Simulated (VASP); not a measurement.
# SnSe2 (P-3m1) in VASP: Born charges and dielectric tensor with LDA

Aim: the Born charges and dielectric tensor of SnSe2 with LDA.

Program: VASP 6.6.1. These are calculated values, not measurements. Logs are shortened: lines on timing, memory, paths and dates and some standing lists are left out, and cuts for length are marked.

## 1. Starting point

The structure is trigonal, space group P-3m1 (No. 164). The conventional cell has a = 3.803 Å, b = 3.803 Å, c = 5.889 Å, α = 90.00°, β = 90.00°, γ = 120.00°. Sn (site symmetry -3m) has 6 Se at 2.70 Å as nearest neighbours. Around Se (site symmetry 3m) lie 3 Sn at 2.70 Å.

The cell is a database's computed one.

## 2. Born charges and dielectric tensor, LDA

INCAR

```
SYSTEM = SnSe2
PREC = Accurate
ENCUT = 600
EDIFF = 1E-8
ISMEAR = 0
SIGMA = 0.02
LREAL = .FALSE.
LASPH = .TRUE.
NELM = 80
ALGO = Normal
ISIF = 2
LWAVE = .FALSE.
LCHARG = .FALSE.
GGA = CA
LEPSILON = .TRUE.
IBRION = 8
NSW = 1
```

KPOINTS

```
regular mesh
0
G
  12 12 6
  0 0 0
```

POSCAR

```
SnSe2
1.0
    3.8032200000      0.0000000000      0.0000000000
   -1.9016100000      3.2936900000      0.0000000000
    0.0000000000      0.0000000000      5.8891000000
Sn Se
1 2
Direct
    0.0000000000      0.0000000000      0.0000000000
    0.6666700000      0.3333300000      0.7317900000
    0.3333300000      0.6666700000      0.2682100000
```

Potentials or basis: VASP PAW LDA potentials, release 64 (Sn_d, Se).

Launch:

```console
> cat potpaw_LDA.64/Sn_d/POTCAR potpaw_LDA.64/Se/POTCAR > POTCAR
> mpirun -np 1 vasp_std > vasp.out
```

OUTCAR:

```text
SYSTEM = SnSe2
   PREC = Accurate
   ENCUT = 600
   EDIFF = 1E-8
   ISMEAR = 0
   LREAL = .FALSE.
   LASPH = .TRUE.
   NELM = 80
   ISIF = 2
   GGA = CA
   LEPSILON = .TRUE.
   IBRION = 8
   NSW = 1

 ion  position               nearest neighbor table
   1  0.000  0.000  0.000-   2 2.70   3 2.70   2 2.70   3 2.70   2 2.70   3 2.70
   2  0.667  0.333  0.732-   1 2.70   1 2.70   1 2.70
   3  0.333  0.667  0.268-   1 2.70   1 2.70   1 2.70

  LATTYP: Found a hexagonal cell.
 ALAT       =     3.8032200000
 C/A-ratio  =     1.5484510494

  Lattice vectors:

 A1 = (   3.8032200000,   0.0000000000,   0.0000000000)
 A2 = (  -1.9016100000,   3.2936900000,   0.0000000000)
 A3 = (   0.0000000000,   0.0000000000,   5.8891000000)

Analysis of symmetry for initial positions (statically):
=====================================================================
 Subroutine PRICEL returns:
 Original cell was already a primitive cell.

 Routine SETGRP: Setting up the symmetry group for a
 hexagonal supercell.

 Subroutine GETGRP returns: Found  4 space group operations
 (whereof  4 operations were pure point group operations)
 out of a pool of 24 trial point group operations.

The static configuration has the point symmetry C_2h.

Analysis of symmetry for dynamics (positions and initial velocities):
=====================================================================
 Subroutine PRICEL returns:
 Original cell was already a primitive cell.

 Routine SETGRP: Setting up the symmetry group for a
 hexagonal supercell.

 Subroutine GETGRP returns: Found  4 space group operations
 (whereof  4 operations were pure point group operations)
 out of a pool of 24 trial point group operations.

The dynamic configuration has the point symmetry C_2h.

 Subroutine INISYM returns: Found  4 space group operations
 (whereof  4 operations are pure point group operations),
 and found     1 'primitive' translations

----------------------------------------------------------------------------------------

                                     Primitive cell

  volume of cell :      73.7706

  direct lattice vectors                    reciprocal lattice vectors
     3.803220000  0.000000000  0.000000000     0.262935092  0.151805422  0.000000000
    -1.901610000  3.293690000  0.000000000     0.000000000  0.303610844  0.000000000
     0.000000000  0.000000000  5.889100000     0.000000000  0.000000000  0.169805233

  length of vectors
     3.803220000  3.803224212  5.889100000     0.303611180  0.303610844  0.169805233

  position of ions in fractional coordinates (direct lattice)
     0.000000000  0.000000000  0.000000000
     0.666670000  0.333330000  0.731790000
     0.333330000  0.666670000  0.268210000

  ion indices of the primitive-cell ions
   primitive index   ion index
                 1           1
                 2           2
                 3           3

----------------------------------------------------------------------------------------

 KPOINTS: regular mesh

Automatic generation of k-mesh.
 Grid dimensions read from file:
 generate k-points for:   12   12    6

 Generating k-lattice:

  Cartesian coordinates                     Fractional coordinates (reciprocal lattice)
     0.021911258  0.012650452  0.000000000     0.083333333  0.000000000  0.000000000
     0.000000000  0.025300904  0.000000000     0.000000000  0.083333333  0.000000000
     0.000000000  0.000000000  0.028300872     0.000000000  0.000000000  0.166666667

  Length of vectors
     0.025300932  0.025300904  0.028300872

  Shift w.r.t. Gamma in fractional coordinates (k-lattice)
     0.000000000  0.000000000  0.000000000

 Subroutine IBZKPT returns following result:
 ===========================================

 Found    242 irreducible k-points:

 Following reciprocal coordinates:
            Coordinates               Weight
  0.000000  0.000000  0.000000      1.000000
[... 612 lines left out ...]
  ---------------------------------------------------
  ---------------------------------------------------
  free energy    TOTEN  =        -2.88591174 eV

  energy without entropy =       -2.88591174

------------------------ aborting loop because EDIFF is reached ----------------------------------------

--------------------------------------- Ionic step        2  -------------------------------------------

------------------------ aborting loop because EDIFF is reached ----------------------------------------

--------------------------------------- Ionic step        3  -------------------------------------------

------------------------ aborting loop because EDIFF is reached ----------------------------------------

 PIEZOELECTRIC TENSOR FIELD DIRECTION 3  (e Angst)
 -----------------------------------------------------------------------------
     0.00709  0.00159 -0.00494           (  0.00003 -0.00001 -0.00001)
     0.00159  0.00892  0.00285           ( -0.00001  0.00002  0.00001)
    -0.00495  0.00286 -0.01419           ( -0.00001  0.00001 -0.00003)

 PIEZOELECTRIC TENSOR FIELD DIRECTION 3  (C/m^2)
 -----------------------------------------------------------------------------
     0.00154  0.00034 -0.00107
     0.00034  0.00194  0.00062
    -0.00107  0.00062 -0.00308

--------------------------------------- Ionic step        4  -------------------------------------------

------------------------ aborting loop because EDIFF is reached ----------------------------------------

[... ionic steps 5 to 5 ...]

--------------------------------------- Ionic step        6  -------------------------------------------

------------------------ aborting loop because EDIFF is reached ----------------------------------------

--------------------------------------- Ionic step        7  -------------------------------------------

------------------------ aborting loop because EDIFF is reached ----------------------------------------

[... ionic steps 8 to 8 ...]

--------------------------------------- Ionic step        9  -------------------------------------------

 Free energy of the ion-electron system (eV)
  ---------------------------------------------------
  ---------------------------------------------------
  free energy    TOTEN  =        -0.09726538 eV

  energy without entropy =       -0.09726538

------------------------ aborting loop because EDIFF is reached ----------------------------------------

 INTERNAL STRAIN TENSOR  FOR ION    2  DIRECTION 3   (eV/Angst):
 -----------------------------------------------------------------------------
     5.09087 -0.00878 -0.05379
    -0.00878  5.08075  0.03106
     0.09444 -0.05452 13.61325

 MACROSCOPIC STATIC DIELECTRIC TENSOR (including local field effects in DFT)
 ------------------------------------------------------
          14.505737     0.000057    -0.000184
           0.000057    14.505846     0.000106
          -0.000181     0.000105    16.737108
 ------------------------------------------------------

 PIEZOELECTRIC TENSOR (including local field effects)  for field in x, y, z        (e  Angst)
          XX          YY          ZZ          XY          YZ          ZX
  --------------------------------------------------------------------------------
  x     0.00000     0.00000     0.00000     0.00000     0.00000     0.00000
  y     0.00000     0.00000     0.00000     0.00000     0.00000     0.00000
  z     0.00000     0.00000     0.00000     0.00000     0.00000     0.00000

 PIEZOELECTRIC TENSOR (including local field effects)  for field in x, y, z        (C/m^2)
          XX          YY          ZZ          XY          YZ          ZX
  --------------------------------------------------------------------------------
  x     0.00000     0.00000     0.00000     0.00000     0.00000     0.00000
  y     0.00000     0.00000     0.00000     0.00000     0.00000     0.00000
  z     0.00000     0.00000     0.00000     0.00000     0.00000     0.00000

 BORN EFFECTIVE CHARGES (including local field effects) (in |e|, cummulative output)
 ---------------------------------------------------------------------------------
 ion    1
    1     5.23278     0.00001     0.00010
    2     0.00001     5.23281    -0.00006
    3    -0.00007     0.00004     2.70390
 ion    2
    1    -2.61639    -0.00001    -0.00005
    2    -0.00001    -2.61641     0.00003
    3     0.00004    -0.00002    -1.35195
 ion    3
    1    -2.61639    -0.00001    -0.00005
    2    -0.00001    -2.61641     0.00003
    3     0.00004    -0.00002    -1.35195

 INTERNAL STRAIN TENSOR FOR ION    3 for displacements in x,y,z  (eV/Angst):
          X           Y           Z          XY          YZ          ZX
  --------------------------------------------------------------------------------
  x     0.00288    -0.00358     0.00015     0.49174    -0.02427    -5.54972
  y     1.02095    -1.02055    -0.00008    -0.90659    -4.62756     0.02270
  z    -5.09087    -5.08075   -13.61325     0.00878     0.05452     0.05379

 SECOND DERIVATIVES (NOT SYMMETRIZED)
 ------------------------------------
               1X          1Y          1Z          2X          2Y          2Z          3X          3Y          3Z
  1X    -5.185488    0.000263   -0.000290    2.592744   -0.000131    0.000145    2.592744   -0.000131    0.000145
  1Y     0.000263   -5.185200    0.000167   -0.000131    2.592600   -0.000084   -0.000131    2.592600   -0.000084
  1Z    -0.000407    0.000235  -14.556153    0.000204   -0.000118    7.278076    0.000204   -0.000118    7.278076
  2X     2.621001   -0.000411    0.000076   -3.660130   -0.000464    0.000070    1.039129    0.000875   -0.000146
  2Y    -0.000411    2.620535   -0.000044   -0.000464   -3.660677   -0.000040    0.000875    1.040142    0.000084
  2Z     0.000581   -0.000336    7.302453   -0.000710    0.000410   -8.393009    0.000129   -0.000075    1.090556
  3X     2.621001   -0.000411    0.000076    1.039129    0.000875   -0.000146   -3.660130   -0.000464    0.000070
  3Y    -0.000411    2.620535   -0.000044    0.000875    1.040142    0.000084   -0.000464   -3.660677   -0.000040
  3Z     0.000581   -0.000336    7.302453    0.000129   -0.000075    1.090556   -0.000710    0.000410   -8.393009

 Eigenvectors and eigenvalues of the dynamical matrix
 ----------------------------------------------------

   1 f  =    7.250592 THz    45.556814 2PiTHz  241.853719 cm-1    29.986026 meV
             X         Y         Z           dx          dy          dz
      0.000000  0.000000  0.000000    -0.000040    0.000023   -0.755017
      1.901629  1.097886  4.309584     0.000023   -0.000013    0.463653
     -0.000019  2.195804  1.579516     0.000023   -0.000013    0.463653
[... 43 lines left out ...]
   9 f/i=    0.011704 THz     0.073539 2PiTHz    0.390408 cm-1     0.048404 meV
             X         Y         Z           dx          dy          dz
      0.000000  0.000000  0.000000    -0.568962    0.328511   -0.012851
      1.901629  1.097886  4.309584    -0.461503    0.266466   -0.010466
     -0.000019  2.195804  1.579516    -0.461503    0.266466   -0.010466

--------------------------------------------------------------------------------------------------------

 MACROSCOPIC STATIC DIELECTRIC TENSOR IONIC CONTRIBUTION
 ------------------------------------------------------
          12.905604     0.001177    -0.000335
           0.001177    12.907001     0.000193
          -0.000335     0.000193     1.230644
 ------------------------------------------------------

 ELASTIC MODULI CONTR FROM IONIC RELAXATION (kBar)
 Direction    XX          YY          ZZ          XY          YZ          ZX
 --------------------------------------------------------------------------------
 XX        -128.3348   -108.8414   -317.4206      8.7440     44.9233      1.1813
 YY        -108.8414   -127.8594   -316.7960     -8.3316    -42.3743      1.3059
 ZZ        -317.4206   -316.7960   -848.8083      0.5417      3.3851      3.3844
 XY           8.7440     -8.3316      0.5417     -9.8324    -38.6636     25.4263
 YZ          44.9233    -42.3743      3.3851    -38.6636   -197.8923     -0.2202
 ZX           1.1813      1.3059      3.3844     25.4263     -0.2202   -284.7072
 --------------------------------------------------------------------------------

 PIEZOELECTRIC TENSOR IONIC CONTR  for field in x, y, z        (C/m^2)
          XX          YY          ZZ          XY          YZ          ZX
  --------------------------------------------------------------------------------
  x    -0.00000     0.00000    -0.00000     0.00000     0.00000    -0.00000
  y    -0.00000    -0.00000    -0.00000     0.00000    -0.00000    -0.00000
  z     0.00000     0.00000     0.00000    -0.00000    -0.00000    -0.00000
```

Run time: 74 min. Hardware: 1 thread of AMD EPYC 9R45 (Zen 5), shared host; peak memory 1.6 GiB.

What came out:

```
Band gap on the k mesh                                  : 0.16 eV, indirect (least direct gap 0.68 eV)
Electronic dielectric tensor (diagonal)                 : 14.51, 14.51, 16.74
Born charges (mean of the diagonal)                     : Sn +4.39; Se -2.19 e
Highest phonon frequency at Γ, LO-TO splitting left out : 242 cm⁻¹
```

Levels at points of the mesh, in eV from the valence-band top:
```tsv
k point	band 11	band 12	band 13	band 14	band 15	band 16
(0.00, 0.00, 0.00)	-0.70	-0.70	-0.14	0.54	2.69	4.35
(0.50, 0.00, 0.00)	-2.92	-1.98	-0.46	1.03	3.27	4.69
(0.50, 0.50, 0.00)	-2.92	-1.98	-0.46	1.03	3.27	4.69
(0.00, 0.00, 0.50)	-1.05	-0.38	-0.38	2.38	2.55	3.90
(0.50, 0.00, 0.50)	-2.20	-1.32	-1.19	0.51	3.65	4.32
(0.50, 0.50, 0.50)	-2.20	-1.32	-1.19	0.51	3.65	4.32
```

Phonon frequencies in cm⁻¹ (negative: imaginary):
| q point | frequencies |
| --- | --- |
| (0.000, 0.000, 0.000) | 0 0 0 127 127 145 145 181 242 |

Electronic dielectric tensor:
```
14.51  0.00  0.00
 0.00 14.51  0.00
 0.00  0.00 16.74
```

Born effective charge tensors (e):
atom 1, Sn
```
5.23 0.00 0.00
0.00 5.23 0.00
0.00 0.00 2.70
```
atom 2, Se
```
-2.62  0.00  0.00
 0.00 -2.62  0.00
 0.00  0.00 -1.35
```
atom 3, Se
```
-2.62  0.00  0.00
 0.00 -2.62  0.00
 0.00  0.00 -1.35
```

Caveat: the gap is small at this level, which inflates the dielectric constant; spin-orbit coupling is left out, which moves the levels of the heavy elements. A k mesh can miss the band edges.
